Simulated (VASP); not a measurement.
Input of a VASP 6.6.1 run:

Contents of INCAR:

```
PREC = Accurate
ENCUT = 600
EDIFF = 1E-6
ISMEAR = -1
SIGMA = 0.05
LREAL = F
LASPH = T
NELM = 80
ALGO = Normal
ISIF = 3
LWAVE = F
LCHARG = F
GGA = AM
IBRION = 2
NSW = 60
EDIFFG = -0.005
```

Contents of KPOINTS:

```
Automatic mesh
0
Gamma
  10 10 10
```

The input POSCAR:

```
SiC
1.0
    0.0000000000      2.1790000000      2.1790000000
    2.1790000000      0.0000000000      2.1790000000
    2.1790000000      2.1790000000      0.0000000000
Si C
1 1
Direct
    0.0000000000      0.0000000000      0.0000000000
    0.7500000000      0.7500000000      0.7500000000
```

Potentials or basis: VASP PAW PBE potentials, release 64 (Si, C).

Launch:

```bash
$ cat potpaw_PBE.64/Si/POTCAR potpaw_PBE.64/C/POTCAR > POTCAR
$ mpirun -np 1 vasp_std > vasp.out
```

(1) Estimate the band gap on the k mesh.

(2) Estimate the space group after relaxing (to 0.05 Å).

(3) Estimate the relaxed cell.

(4) What does it give for the relaxed volume?

## Answers

(1) 1.23 eV, indirect (least direct gap 4.45 eV).

(2) F-43m (No. 216).

(3) a = 3.079 Å, b = 3.079 Å, c = 3.079 Å, α = 60.00°, β = 60.00°, γ = 60.00°.

(4) 10.32 Å³/atom.

Caveat: the PAW data sets were made with another functional, which shifts forces and pressure a little.
